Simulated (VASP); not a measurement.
# TiN (Fm-3m) in VASP: relaxation of cell and atoms with LDA

Aim: the relaxation of cell and atoms of TiN with LDA.

Program: VASP 6.6.1. These are calculated values, not measurements. Logs are shortened: lines on timing, memory, paths and dates and some standing lists are left out, and cuts for length are marked.

## 1. The structure

It takes space group Fm-3m (No. 225, cubic). The conventional cell has a = 4.240 Å, b = 4.240 Å, c = 4.240 Å, α = 90.00°, β = 90.00°, γ = 90.00°. Around Ti (site symmetry m-3m) lie 6 N at 2.12 Å. N (site symmetry m-3m) has 6 Ti at 2.12 Å as nearest neighbours.

The cell was built by a generator and needn't be a form met in nature.

## 2. Relaxation of cell and atoms, LDA

INCAR

```
PREC = Accurate
ENCUT = 600
EDIFF = 1E-6
ISMEAR = 1
SIGMA = 0.2
LREAL = F
LASPH = T
NELM = 60
ALGO = Normal
ISIF = 3
LWAVE = F
LCHARG = F
IBRION = 2
NSW = 40
EDIFFG = -0.01
KPAR = 4
```

KPOINTS

```
Automatic mesh
0
Gamma
  16 16 16
```

POSCAR

```
TiN
1.0
    0.0000000000      2.1200000000      2.1200000000
    2.1200000000      0.0000000000      2.1200000000
    2.1200000000      2.1200000000      0.0000000000
Ti N
1 1
Direct
    0.0000000000      0.0000000000      0.0000000000
    0.5000000000      0.5000000000      0.5000000000
```

Potentials or basis: VASP PAW LDA potentials, release 64 (Ti_sv, N).

The run is started by

```console
> cat potpaw_LDA.64/Ti_sv/POTCAR potpaw_LDA.64/N/POTCAR > POTCAR
> mpirun -np 4 vasp_std > vasp.out
```

OUTCAR:

```text
PREC = Accurate
   ENCUT = 600
   EDIFF = 1E-6
   ISMEAR = 1
   LREAL = F
   LASPH = T
   NELM = 60
   ISIF = 3
   IBRION = 2
   NSW = 40
   EDIFFG = -0.01

 ion  position               nearest neighbor table
   1  0.000  0.000  0.000-   2 2.12   2 2.12   2 2.12   2 2.12   2 2.12   2 2.12
   2  0.500  0.500  0.500-   1 2.12   1 2.12   1 2.12   1 2.12   1 2.12   1 2.12

  LATTYP: Found a face centered cubic cell.
 ALAT       =     4.2400000000

  Lattice vectors:

 A1 = (   0.0000000000,   2.1200000000,   2.1200000000)
 A2 = (   2.1200000000,   0.0000000000,   2.1200000000)
 A3 = (   2.1200000000,   2.1200000000,   0.0000000000)

Analysis of symmetry for initial positions (statically):
=====================================================================
 Subroutine PRICEL returns:
 Original cell was already a primitive cell.

 Routine SETGRP: Setting up the symmetry group for a
 face centered cubic supercell.

 Subroutine GETGRP returns: Found 48 space group operations
 (whereof 48 operations were pure point group operations)
 out of a pool of 48 trial point group operations.

The static configuration has the point symmetry O_h .

Analysis of symmetry for dynamics (positions and initial velocities):
=====================================================================
 Subroutine PRICEL returns:
 Original cell was already a primitive cell.

 Routine SETGRP: Setting up the symmetry group for a
 face centered cubic supercell.

 Subroutine GETGRP returns: Found 48 space group operations
 (whereof 48 operations were pure point group operations)
 out of a pool of 48 trial point group operations.

The dynamic configuration has the point symmetry O_h .

 Subroutine INISYM returns: Found 48 space group operations
 (whereof 48 operations are pure point group operations),
 and found     1 'primitive' translations

----------------------------------------------------------------------------------------

                                     Primitive cell

  volume of cell :      19.0563

  direct lattice vectors                    reciprocal lattice vectors
     0.000000000  2.120000000  2.120000000    -0.235849057  0.235849057  0.235849057
     2.120000000  0.000000000  2.120000000     0.235849057 -0.235849057  0.235849057
     2.120000000  2.120000000  0.000000000     0.235849057  0.235849057 -0.235849057

  length of vectors
     2.998132752  2.998132752  2.998132752     0.408502549  0.408502549  0.408502549

  position of ions in fractional coordinates (direct lattice)
     0.000000000  0.000000000  0.000000000
     0.500000000  0.500000000  0.500000000

  ion indices of the primitive-cell ions
   primitive index   ion index
                 1           1
                 2           2

----------------------------------------------------------------------------------------

 KPOINTS: Automatic mesh

Automatic generation of k-mesh.
 Grid dimensions read from file:
 generate k-points for:   16   16   16

 Generating k-lattice:

  Cartesian coordinates                     Fractional coordinates (reciprocal lattice)
    -0.014740566  0.014740566  0.014740566     0.062500000  0.000000000  0.000000000
     0.014740566 -0.014740566  0.014740566     0.000000000  0.062500000  0.000000000
     0.014740566  0.014740566 -0.014740566     0.000000000  0.000000000  0.062500000

  Length of vectors
     0.025531409  0.025531409  0.025531409

  Shift w.r.t. Gamma in fractional coordinates (k-lattice)
     0.000000000  0.000000000  0.000000000

 Subroutine IBZKPT returns following result:
 ===========================================

 Found    145 irreducible k-points:

 Following reciprocal coordinates:
            Coordinates               Weight
  0.000000  0.000000  0.000000      1.000000
  0.062500  0.000000  0.000000      8.000000
  0.125000  0.000000  0.000000      8.000000
  0.187500  0.000000  0.000000      8.000000
  0.250000  0.000000  0.000000      8.000000
  0.312500  0.000000  0.000000      8.000000
[... 16 lines left out ...]
 -0.125000  0.062500  0.000000     24.000000
 -0.062500  0.062500  0.000000     12.000000
 [... further k-points ...]
   k-points           NKPTS =    145   k-points in BZ     NKDIM =    145   number of bands    NBANDS=     12
   number of dos      NEDOS =    301   number of ions     NIONS =      2
   total plane-waves  NPLWV =  13824
   dimension x,y,z NGX =    24 NGY =   24 NGZ =   24
   dimension x,y,z NGXF=    48 NGYF=   48 NGZF=   48
   ions per type =               1   1
   NGX,Y,Z   is equivalent  to a cutoff of  13.31, 13.31, 13.31 a.u.
   NGXF,Y,Z  is equivalent  to a cutoff of  26.62, 26.62, 26.62 a.u.
 SYSTEM =  unknown system
   PREC   = accura    normal or accurate (medium, high low for compatibility)
   ISTART =      0    job   : 0-new  1-cont  2-samecut
   ICHARG =      2    charge: 1-file 2-atom 10-const
   ISPIN  =      1    spin polarized calculation?
   LNONCOLLINEAR =      F non collinear calculations
   LSORBIT =      F    spin-orbit coupling
   LASPH  =      T    aspherical Exc in radial PAW
   ENCUT  =  600.0 eV  44.10 Ry    6.64 a.u.   5.99  5.99  5.99*2*pi/ulx,y,z
   NELM   =     60;   NELMIN=  2; NELMDL= -5     # of ELM steps
   EDIFF  = 0.1E-05   stopping-criterion for ELM
   LREAL  =      F    real-space projection
   EDIFFG = -.1E-01   stopping-criterion for IOM
   NSW    =     40    number of steps for IOM
   IBRION =      2    ionic relax: 0-MD 1-quasi-New 2-CG
   NFREE  =      1    steps in history (QN), initial steepest desc. (CG)
   ISIF   =      3    stress and relaxation
   ISYM   =      2    0-nonsym 1-usesym 2-fastsym
   POTIM  = 0.5000    time-step for ionic-motion
   TEBEG  =    0.0;   TEEND  =   0.0 temperature during run
   PSTRESS=    0.0 pullay stress
   NELECT =      17.0000    total number of electrons
   NUPDOWN=      -1.0000    fix difference up-down
   EMIN   =  10.00;   EMAX   =-10.00  energy-range for DOS
   EFERMI =   0.00;   METHOD = LEGACY
   ISMEAR =     1;   SIGMA  =   0.20  broadening in eV -4-tet -1-fermi 0-gaus
   EFERMI_NEDOS =   21; number of points for ismear=-14 and -15
   IALGO  =     38    algorithm
   IMIX   =      4    mixing-type and parameters
     AMIX     =   0.40;   BMIX     =  1.00
     AMIX_MAG =   1.60;   BMIX_MAG =  1.00
  volume/ion in A,a.u.               =       9.53        64.30
  Fermi-wavevector in a.u.,A,eV,Ry     =   1.575960  2.978133 33.792122  2.483651
  Thomas-Fermi vector in A             =   2.676865
   LORBIT       =      0    0 simple, 1 ext, 2 COOP (PROOUT), +10 PAW based schemes
   GGA     = CA    functional components
   LHFCALC =     F    Hartree Fock is set to
   AEXX    =    0.0000 exact exchange contribution
   IVDW    =     0    specifies the selected vdW correction
   LEPSILON=     F    determine dielectric tensor
   LRPA    =     F    only Hartree local field effects (RPA)
 conjugate gradient relaxation of ions
 non-spin polarized calculation
 Methfessel and Paxton  Order N= 1 SIGMA  =   0.20
  energy-cutoff  :      600.00
  volume of cell :       19.06
 maximum number of plane-waves:       652
   NGX = 11   NGY = 11   NGZ = 11

--------------------------------------- Ionic step        1  -------------------------------------------

 number of electron      17.0000002 magnetization

 Free energy of the ion-electron system (eV)
  ---------------------------------------------------
  ext. energy  EPLUGINS =         0.00000000
  ---------------------------------------------------
  free energy    TOTEN  =       -21.63763812 eV

  energy without entropy =      -21.63690201  energy(sigma->0) =      -21.63739275

------------------------ aborting loop because EDIFF is reached ----------------------------------------

  FORCE on cell =-STRESS in cart. coord.  units (eV):
  Direction    XX          YY          ZZ          XY          YZ          ZX
  --------------------------------------------------------------------------------------
  -------------------------------------------------------------------------------------
  Total       -1.5749444     -1.5749444     -1.5749444     -0.0000000      0.0000000      0.0000000
  in kB     -132.4153207   -132.4153207   -132.4153207     -0.0000000      0.0000000      0.0000000
  external PRESSURE =    -132.4153207 kB  Pullay stress =       0.0000000 kB

 VOLUME and BASIS-vectors are now :
 -----------------------------------------------------------------------------
  energy-cutoff  :      600.00
  volume of cell :       19.06
      direct lattice vectors                 reciprocal lattice vectors
     0.000000000  2.120000000  2.120000000    -0.235849057  0.235849057  0.235849057
     2.120000000  0.000000000  2.120000000     0.235849057 -0.235849057  0.235849057
     2.120000000  2.120000000  0.000000000     0.235849057  0.235849057 -0.235849057
[... 73 lines left out ...]
 POSITION                                       TOTAL-FORCE (eV/Angst)
 -----------------------------------------------------------------------------------
      0.00000      0.00000      0.00000         0.000000      0.000000      0.000000
      2.08851      2.08851      2.08851         0.000000     -0.000000     -0.000000
 -----------------------------------------------------------------------------------
    total drift:                                0.000000     -0.000000     -0.000000

  FREE ENERGIE OF THE ION-ELECTRON SYSTEM (eV)
  ---------------------------------------------------
  free  energy   TOTEN  =       -21.6742074398 eV

  energy  without entropy=      -21.6732471098  energy(sigma->0) =      -21.67388733

--------------------------------------- Ionic step        4  -------------------------------------------

 number of electron      16.9999996 magnetization

 Free energy of the ion-electron system (eV)
  ---------------------------------------------------
  ext. energy  EPLUGINS =         0.00000000
  ---------------------------------------------------
  free energy    TOTEN  =       -21.67422288 eV

  energy without entropy =      -21.67325830  energy(sigma->0) =      -21.67390135

 E-fermi :  11.8181     XC(G=0): -13.6311

 val. band max:       11.8053108413   @ k =  -0.3750   0.4375   0.1875
 cond. band min:      11.8218626802   @ k =  -0.1875   0.0625   0.0000
 fundamental gap:      0.0165518389
 Fermi energy:        11.8181274223

 k-point     1 :       0.0000    0.0000    0.0000
  band No.  band energies     occupation
      1     -45.2530      2.00000
      2     -21.5712      2.00000
      3     -21.5712      2.00000
      4     -21.5712      2.00000
      5      -5.2890      2.00000
      6       9.7694      2.00000
      7       9.7694      2.00000
      8       9.7694      2.00000
      9      11.1388      2.00002
     10      11.1388      2.00002
     11      11.1388      2.00002
     12      12.4243     -0.00016

 k-point     2 :       0.0625    0.0000    0.0000
  band No.  band energies     occupation
      1     -45.2482      2.00000
      2     -21.6033      2.00000
      3     -21.5737      2.00000
      4     -21.5737      2.00000
      5      -5.2047      2.00000
      6       9.2946      2.00000
      7       9.4027      2.00000
      8       9.4027      2.00000
      9      11.2661      2.00067
     10      11.2661      2.00067
     11      11.4006      2.01193
     12      12.8013     -0.00000
[... 316 lines left out ...]
 k-point    24 :      -0.0625    0.0625    0.0000
  band No.  band energies     occupation
      1     -45.2405      2.00000
      2     -21.6476      2.00000
      3     -21.5906      2.00000
      4     -21.5722      2.00000
      5      -5.0685      2.00000
      6       8.6472      2.00000
      7       8.8547      2.00000
      8       9.1877      2.00000
      9      11.2642      2.00064
     10      11.5924      2.06768
     11      11.7028      1.81860
     12      12.9071     -0.00000

 [... further k-points ...]

------------------------ aborting loop because EDIFF is reached ----------------------------------------

  FORCE on cell =-STRESS in cart. coord.  units (eV):
  Direction    XX          YY          ZZ          XY          YZ          ZX
  --------------------------------------------------------------------------------------
  -------------------------------------------------------------------------------------
  Total       -0.0031189     -0.0031189     -0.0031189      0.0000000      0.0000000      0.0000000
  in kB       -0.2745138     -0.2745138     -0.2745138      0.0000000      0.0000000      0.0000000
  external PRESSURE =      -0.2745138 kB  Pullay stress =       0.0000000 kB

 VOLUME and BASIS-vectors are now :
 -----------------------------------------------------------------------------
  energy-cutoff  :      600.00
  volume of cell :       18.20
      direct lattice vectors                 reciprocal lattice vectors
    -0.000000000  2.087875818  2.087875818    -0.239477844  0.239477844  0.239477844
     2.087875818  0.000000000  2.087875818     0.239477844 -0.239477844  0.239477844
     2.087875818  2.087875818  0.000000000     0.239477844  0.239477844 -0.239477844

 POSITION                                       TOTAL-FORCE (eV/Angst)
 -----------------------------------------------------------------------------------
      0.00000      0.00000      0.00000        -0.000000      0.000000     -0.000000
      2.08788      2.08788      2.08788         0.000000     -0.000000      0.000000
 -----------------------------------------------------------------------------------
    total drift:                                0.000000     -0.000000     -0.000000

  FREE ENERGIE OF THE ION-ELECTRON SYSTEM (eV)
  ---------------------------------------------------
  free  energy   TOTEN  =       -21.6742228820 eV

  energy  without entropy=      -21.6732582974  energy(sigma->0) =      -21.67390135

 reached required accuracy - stopping structural energy minimisation
```

Wall time 25 s (4 MPI ranks of Intel Xeon Platinum 8488C (Sapphire Rapids), shared host); peak memory 0.16 GiB.

Results:

```yaml
Free_energy: -21.6742 eV
Relaxed_volume: 9.10 Å³/atom
Relaxed_cell: a = 2.953 Å, b = 2.953 Å, c = 2.953 Å, α = 60.00°, β = 60.00°, γ = 60.00°
Space_group_after_relaxing_to_0.05_Å: Fm-3m (No. 225)
Energy_gained_by_relaxing: 18.3 meV/atom
Ionic_steps: 4
Pressure_after_relaxing: 0.0 GPa
Band_gap_on_the_k_mesh: none (metal or under the smearing width)
```

The path:
```tsv
step	energy change (eV)	largest force (eV/Å)	pressure (GPa)	volume (Å³)
1	0.0000	0.0000	-13.24	19.06
2	0.0574	0.0000	25.88	16.97
3	-0.0366	0.0000	-0.28	18.22
4	-0.0366	0.0000	-0.03	18.20
```

Final structure:
```
CELL_PARAMETERS angstrom
0.00000 2.08788 2.08788
2.08788 0.00000 2.08788
2.08788 2.08788 0.00000
ATOMIC_POSITIONS crystal
Ti 0.00000 0.00000 0.00000
N 0.50000 0.50000 0.50000
```
